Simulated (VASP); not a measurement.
C, 4 atoms in the cell. The cell holds a sheet with vacuum, 4 atoms: a = 2.460 Å, b = 2.460 Å, c = 19.350 Å, α = 90.00°, β = 90.00°, γ = 120.00°. The cell was built by a generator and needn't be a form met in nature.

```yaml
Program: VASP 6.6.1
Task: single point
Functional: PBE
Potentials_or_basis: VASP PAW PBE potentials, release 64 (C)
Cutoff: 520 eV
k_mesh: 36 × 36 × 1
Occupations: gaussian, width 0.02 eV
Spin: no spin polarisation
Dipole_correction: yes
Further_INCAR_settings: ALGO = Fast; EDIFF = 1e-07; NBANDS = 16
```

Potentials or basis: VASP PAW PBE potentials, release 64 (C).

Launch:

```sh
$ cat potpaw_PBE.64/C/POTCAR > POTCAR
$ mpirun -np 1 vasp_std > vasp.out
```

Hardware: 1 thread of Intel(R) Xeon(R) Platinum 8488C (Sapphire Rapids) (shared host).

**Question.** Estimate the wall time of this run.

**Answer.** It took 2.9 min on 1 thread of Intel(R) Xeon(R) Platinum 8488C (Sapphire Rapids), on a shared host, peak memory 0.29 GiB. Counts: scf iterations 21, k points 127.
